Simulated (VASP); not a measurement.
# PtS2: single point with PBE

PtS2:

```xyz
3
Lattice="1.7644 1.0187 5.5230 -1.7644 1.0187 5.5230 0.0000 -2.0374 5.5230" Properties=species:S:1:pos:R:3 pbc="T T T"
Pt    0.0000    0.0000    0.0000
S     0.0000    0.0000    4.2799
S     0.0000    0.0000   12.2893
```

The cell was built by a generator and needn't be a form met in nature.

```
Program             : VASP 6.6.1
Task                : single point
Functional          : PBE
Potentials or basis : VASP PAW PBE potentials, release 64 (Pt, S)
Cutoff              : 520 eV
k mesh              : 6 × 6 × 6
Occupations         : gaussian, width 0.01 eV
Spin                : no spin polarisation
```

```json
{
 "Pressure": "3.1 GPa",
 "Largest force": "0.005 eV/Å",
 "Band gap on the k mesh": "1.32 eV, indirect (least direct gap 1.49 eV)"
}
```

Forces on the atoms (eV/Å):
```
Pt   0.000  0.000  0.000
S    0.000  0.000 -0.005
S    0.000  0.000  0.005
```

Stress tensor (GPa, compression positive):
```
3.53 0.00 0.00
0.00 3.53 0.00
0.00 0.00 2.17
```

Levels at points of the mesh, in eV from the valence-band top:
| k point | band 7 | band 8 | band 9 | band 10 | band 11 | band 12 | band 13 | band 14 | band 15 | band 16 |
| --- | --- | --- | --- | --- | --- | --- | --- | --- | --- | --- |
| (0.00, 0.00, 0.00) | -3.38 | -1.55 | -0.65 | -0.65 | -0.13 | 2.70 | 2.70 | 5.41 | 5.62 | 8.24 |
| (0.50, 0.00, 0.00) | -2.63 | -2.56 | -2.35 | -2.23 | -2.13 | 2.11 | 2.33 | 5.95 | 6.47 | 8.60 |
| (0.50, 0.50, 0.00) | -2.68 | -2.63 | -2.54 | -2.20 | -1.65 | 2.76 | 2.84 | 4.39 | 5.98 | 8.87 |
| (0.50, 0.50, 0.50) | -3.38 | -2.05 | -1.00 | -0.79 | -0.79 | 2.85 | 2.85 | 5.79 | 7.25 | 8.67 |

Wall time 72 s on 1 thread of Intel(R) Xeon(R) Platinum 8559C (Emerald Rapids), on a shared host, peak memory 0.31 GiB.

Caveat: spin-orbit coupling is left out, which moves the levels of the heavy elements. A k mesh can miss the band edges.
